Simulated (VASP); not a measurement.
# MgTe (P6_3mc) in VASP: electric field gradients with PBE

Aim: the electric field gradients of MgTe with PBE.

Everything below comes from runs of VASP 6.6.1. Logs are shortened: lines on timing, memory, paths and dates and some standing lists are left out, and cuts for length are marked.

**1. Starting point**

It takes space group P6_3mc (No. 186, hexagonal). The conventional cell has a = 4.540 Å, b = 4.540 Å, c = 7.395 Å, α = 90.00°, β = 90.00°, γ = 120.00°. Mg (site symmetry 3m) is surrounded by 4 Te at 2.74 to 2.79 Å. Te (site symmetry 3m) has 4 Mg at 2.74 to 2.79 Å as nearest neighbours.

**2. Electric field gradients, PBE**

File INCAR:

```
SYSTEM = MgTe
PREC = Accurate ; ENCUT = 520
EDIFF = 1E-8 ; ISMEAR = -1
SIGMA = 0.03 ; LREAL = .FALSE.
LASPH = .TRUE. ; NELM = 100
ALGO = Fast ; ISIF = 2
LWAVE = .FALSE. ; LCHARG = .FALSE.
GGA = PE ; LEFG = .TRUE.
NBANDS = 16
```

File KPOINTS:

```
Automatic mesh
0
G
  9 9 5
  0 0 0
```

File POSCAR:

```
MgTe
1.0
    4.5400020208      0.0000000000      0.0000000000
   -2.2700010104      3.9317570832      0.0000000000
    0.0000000000      0.0000000000      7.3950000000
Mg Te
2 2
Direct
    0.3333333333      0.6666666667      0.0000000000
    0.6666666667      0.3333333333      0.5000000000
    0.3333333333      0.6666666667      0.3700000000
    0.6666666667      0.3333333333      0.8700000000
```

Potentials or basis: VASP PAW PBE potentials, release 64 (Mg, Te).

On the command line:

```sh
$ cat potpaw_PBE.64/Mg/POTCAR potpaw_PBE.64/Te/POTCAR > POTCAR
$ mpirun -np 1 vasp_std > vasp.out
```

OUTCAR:

```text
SYSTEM = MgTe
   PREC = Accurate
   ENCUT = 520
   EDIFF = 1E-8
   ISMEAR = -1
   LREAL = .FALSE.
   LASPH = .TRUE.
   NELM = 100
   ISIF = 2
   GGA = PE

 ion  position               nearest neighbor table
   1  0.333  0.667  0.000-   3 2.74   4 2.79   4 2.79   4 2.79
   2  0.667  0.333  0.500-   4 2.74   3 2.79   3 2.79   3 2.79
   3  0.333  0.667  0.370-   1 2.74   2 2.79   2 2.79   2 2.79
   4  0.667  0.333  0.870-   2 2.74   1 2.79   1 2.79   1 2.79

  LATTYP: Found a hexagonal cell.
 ALAT       =     4.5400020208
 C/A-ratio  =     1.6288539005

  Lattice vectors:

 A1 = (   4.5400020208,   0.0000000000,   0.0000000000)
 A2 = (  -2.2700010104,   3.9317570832,   0.0000000000)
 A3 = (   0.0000000000,   0.0000000000,   7.3950000000)

Analysis of symmetry for initial positions (statically):
=====================================================================
 Subroutine PRICEL returns:
 Original cell was already a primitive cell.

 Routine SETGRP: Setting up the symmetry group for a
 hexagonal supercell.

 Subroutine GETGRP returns: Found 12 space group operations
 (whereof  6 operations were pure point group operations)
 out of a pool of 24 trial point group operations.

The static configuration has the point symmetry C_3v.
 The point group associated with its full space group is C_6v.

Analysis of symmetry for dynamics (positions and initial velocities):
=====================================================================
 Subroutine PRICEL returns:
 Original cell was already a primitive cell.

 Routine SETGRP: Setting up the symmetry group for a
 hexagonal supercell.

 Subroutine GETGRP returns: Found 12 space group operations
 (whereof  6 operations were pure point group operations)
 out of a pool of 24 trial point group operations.

The dynamic configuration has the point symmetry C_3v.
 The point group associated with its full space group is C_6v.

 Subroutine INISYM returns: Found 12 space group operations
 (whereof  6 operations are pure point group operations),
 and found     1 'primitive' translations

----------------------------------------------------------------------------------------

                                     Primitive cell

  volume of cell :     132.0021

[... 144 lines left out ...]
 val. band max:        2.0868128217   @ k =   0.0000   0.0000   0.0000
 cond. band min:       4.6209142917   @ k =   0.0000   0.0000   0.0000
 fundamental gap:      2.5341014701
 Fermi energy:         2.6673066374

 k-point     1 :       0.0000    0.0000    0.0000
  band No.  band energies     occupation
      1      -8.2265      2.00000
      2      -7.5888      2.00000
      3      -1.3131      2.00000
      4       1.5860      2.00000
      5       1.5860      2.00000
      6       1.9925      2.00000
[... 433 lines left out ...]
      3      -0.7040      2.00000
      4      -0.7040      2.00000
      5      -0.2595      2.00000
      6       0.5578      2.00000
[... 8 lines left out ...]
     15       9.8925      0.00000
     16      10.1008      0.00000

 [... further k-points ...]

------------------------ aborting loop because EDIFF is reached ----------------------------------------

  FORCE on cell =-STRESS in cart. coord.  units (eV):
  Direction    XX          YY          ZZ          XY          YZ          ZX
  --------------------------------------------------------------------------------------
  -------------------------------------------------------------------------------------
  Total        1.0348486      1.0348486      2.0155924      0.0000000      0.0000000      0.0000000
  in kB       12.5604878     12.5604878     24.4642768      0.0000000      0.0000000      0.0000000
  external PRESSURE =      16.5284175 kB  Pullay stress =       0.0000000 kB

 VOLUME and BASIS-vectors are now :
 -----------------------------------------------------------------------------
  energy-cutoff  :      520.00
  volume of cell :      132.00
      direct lattice vectors                 reciprocal lattice vectors
     4.540002021  0.000000000  0.000000000     0.220264219  0.127169606  0.000000000
    -2.270001010  3.931757083  0.000000000     0.000000000  0.254339212  0.000000000
     0.000000000  0.000000000  7.395000000     0.000000000  0.000000000  0.135226504

 POSITION                                       TOTAL-FORCE (eV/Angst)
 -----------------------------------------------------------------------------------
     -0.00000      2.62117      0.00000         0.000000     -0.000000     -0.219353
      2.27000      1.31059      3.69750        -0.000000      0.000000     -0.219353
     -0.00000      2.62117      2.73615        -0.000000      0.000000      0.219353
      2.27000      1.31059      6.43365        -0.000000      0.000000      0.219353
 -----------------------------------------------------------------------------------
    total drift:                               -0.000000     -0.000000      0.000468

  FREE ENERGIE OF THE ION-ELECTRON SYSTEM (eV)
  ---------------------------------------------------
  free  energy   TOTEN  =       -12.7734604076 eV

  energy  without entropy=      -12.7734604075  energy(sigma->0) =      -12.77346041

 Electric field gradients (V/A^2)
---------------------------------------------------------------------
 ion       V_xx      V_yy      V_zz      V_xy      V_xz      V_yz
---------------------------------------------------------------------
   1       1.373     1.373    -2.747    -0.000    -0.000     0.000
   2       1.373     1.373    -2.747    -0.000     0.000    -0.000
   3      -1.750    -1.750     3.500     0.000     0.000    -0.000
   4      -1.750    -1.750     3.500     0.000    -0.000     0.000
---------------------------------------------------------------------

 Electric field gradients after diagonalization (V/A^2)
 (convention: |V_zz| > |V_xx| > |V_yy|)
----------------------------------------------------------------------
 ion       V_xx      V_yy      V_zz     asymmetry (V_yy - V_xx)/ V_zz
----------------------------------------------------------------------
   1       1.373     1.373    -2.747       0.000
   2       1.373     1.373    -2.747       0.000
   3      -1.750    -1.750     3.500       0.000
   4      -1.750    -1.750     3.500       0.000
----------------------------------------------------------------------

           NMR quadrupolar parameters

 Cq : quadrupolar parameter    Cq=e*Q*V_zz/h
 eta: asymmetry parameters     (V_yy - V_xx)/ V_zz
 Q  : nuclear electric quadrupole moment in mb (millibarn)
----------------------------------------------------------------------
 ion       Cq(MHz)       eta       Q (mb)
----------------------------------------------------------------------
   1      -0.007       0.000       1.000
   2      -0.007       0.000       1.000
   3       0.008       0.000       1.000
   4       0.008       0.000       1.000
----------------------------------------------------------------------
```

Run time: 62 s. Hardware: 1 thread of Intel Xeon 6975P-C (Granite Rapids), shared host; peak memory 0.28 GiB.

Results:

| Property | Result |
| --- | --- |
| Free energy | -12.7735 eV |
| Pressure | 1.7 GPa |
| Largest force | 0.219 eV/Å |
| Band gap on the k mesh | 2.53 eV, direct |

Forces on the atoms (eV/Å):
```
Mg   0.000  0.000 -0.219
Mg   0.000  0.000 -0.219
Te   0.000  0.000  0.219
Te   0.000  0.000  0.219
```

Electric field gradients, principal values (V/Å²):
| atom | Vxx | Vyy | Vzz |
| --- | --- | --- | --- |
| 1 Mg | 1.373 | 1.373 | -2.747 |
| 2 Mg | 1.373 | 1.373 | -2.747 |
| 3 Te | -1.750 | -1.750 | 3.500 |
| 4 Te | -1.750 | -1.750 | 3.500 |

Caveat: spin-orbit coupling is left out, which moves the levels of the heavy elements.
